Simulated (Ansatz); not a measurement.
Relaxed (110) slab cut from Cr (space group Im-3m (No. 229)); the slab's formula is Cr, its outer planes Cr (top) and Cr (bottom):

```
CELL_PARAMETERS angstrom
2.43714 0.00000 0.00000
-0.81238 2.29776 0.00000
0.00000 0.00000 24.94959
ATOMIC_POSITIONS crystal
Cr 0.50000 0.50000 0.30360
Cr 0.00000 0.00000 0.37988
Cr 0.50000 0.50000 0.46008
Cr 0.00000 0.00000 0.53992
Cr 0.50000 0.50000 0.62012
Cr 0.00000 0.00000 0.69640
```

Method: DFT PBEsol, scalar-relativistic, plane waves, PAW (Ansatz). Plane waves to 420 eV, a k mesh through Γ of 15×15×1 on the computed 6-atom cell and Gaussian smearing (0.10 eV); no spin polarisation. A dipole correction removes the field between periodic images along c.

The potential is the smooth part; its values at the atoms depend on the PAW datasets.

(1) How does the plane-averaged electrostatic potential energy of an electron run along c, counted from the Fermi level?

Results:

(1) z (Å), V (eV) and a bar:
```
     2.77       4.92 ##############################
     3.05       4.92 ##############################
     3.33       4.92 ##############################
     3.60       4.92 ##############################
     3.88       4.92 ##############################
     4.16       4.91 ##############################
     4.44       4.90 ##############################
     4.71       4.87 ##############################
     4.99       4.82 ##############################
     5.27       4.71 ##############################
     5.54       4.50 #############################
     5.82       4.09 #############################
     6.10       3.30 ############################
     6.38       1.81 ##########################
     6.65      -1.19 ######################
     6.93      -7.62 #############
     7.21     -13.95 #####
     7.48     -16.91 #
     7.76     -16.29 #
     8.04     -12.15 #######
     8.32      -6.03 ###############
     8.59      -3.95 ##################
     8.87      -9.10 ###########
     9.15     -14.87 ###
     9.43     -17.39
     9.70     -16.22 ##
     9.98     -11.38 ########
    10.26      -4.91 #################
    10.53      -2.70 ####################
    10.81      -7.39 #############
    11.09     -13.71 #####
    11.37     -17.04
    11.64     -16.69 #
    11.92     -12.64 ######
    12.20      -6.15 ###############
    12.47      -2.54 ####################
    12.75      -6.15 ###############
    13.03     -12.64 ######
    13.31     -16.69 #
    13.58     -17.04
    13.86     -13.71 #####
    14.14      -7.39 #############
    14.42      -2.70 ####################
    14.69      -4.91 #################
    14.97     -11.38 ########
    15.25     -16.22 ##
    15.52     -17.39
    15.80     -14.87 ###
    16.08      -9.10 ###########
    16.36      -3.95 ##################
    16.63      -6.03 ###############
    16.91     -12.15 #######
    17.19     -16.29 #
    17.46     -16.91 #
    17.74     -13.95 #####
    18.02      -7.62 #############
    18.30      -1.19 ######################
    18.57       1.80 ##########################
    18.85       3.30 ############################
    19.13       4.09 #############################
    19.41       4.50 #############################
    19.68       4.71 ##############################
    19.96       4.82 ##############################
    20.24       4.87 ##############################
    20.51       4.90 ##############################
    20.79       4.91 ##############################
    21.07       4.92 ##############################
    21.35       4.92 ##############################
    21.62       4.92 ##############################
    21.90       4.92 ##############################
    22.18       4.92 ##############################
```

The vacuum level lies 4.92 eV above the Fermi level.